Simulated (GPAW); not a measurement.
The system is Sb.

```
Sb
1.0
    -1.57654    1.57654    2.71194
     1.57654   -1.57654    2.71194
     1.57654    1.57654   -2.71194
Sb
1
Direct
  0.00000 0.00000 0.00000
```

This isn't the form of Sb at room conditions, which is rhombohedral.

| Item | Value |
| --- | --- |
| Program | GPAW 26.7.0 |
| Task | single point |
| Functional | PBEsol |
| Potentials or basis | PAW data sets generated in the run's folder for this functional |
| Cutoff | 600 eV |
| Basis | pw |
| k mesh | 12 × 12 × 12 |
| Occupations | fermi-dirac, width 0.05 eV |
| Spin | no spin polarisation |

On this cell: pressure -1.6 GPa; band gap on the k mesh none (metal or under the smearing width).

The same run follows on a disturbed copy (cell strained at random at fixed volume):

```
Sb
1.0
    -1.57758    1.58021    2.71183
     1.56699   -1.54428    2.68478
     1.60429    1.57099   -2.69094
Sb
1
Direct
  0.01775 0.00466 0.01701
```

Problem. What does the disturbed cell give?

Solution. The energy (extrapolated to zero smearing) moves by -1.1 meV/atom; pressure -1.7 GPa; band gap on the k mesh none (metal or under the smearing width).

Stress tensor (GPa, compression positive):
```
-1.86  0.21  0.01
 0.21 -1.15  0.24
 0.01  0.24 -2.02
```

The energy falls, though the first cell shows no forces: that form is unstable against this distortion, unless noise or another electronic state is at work.
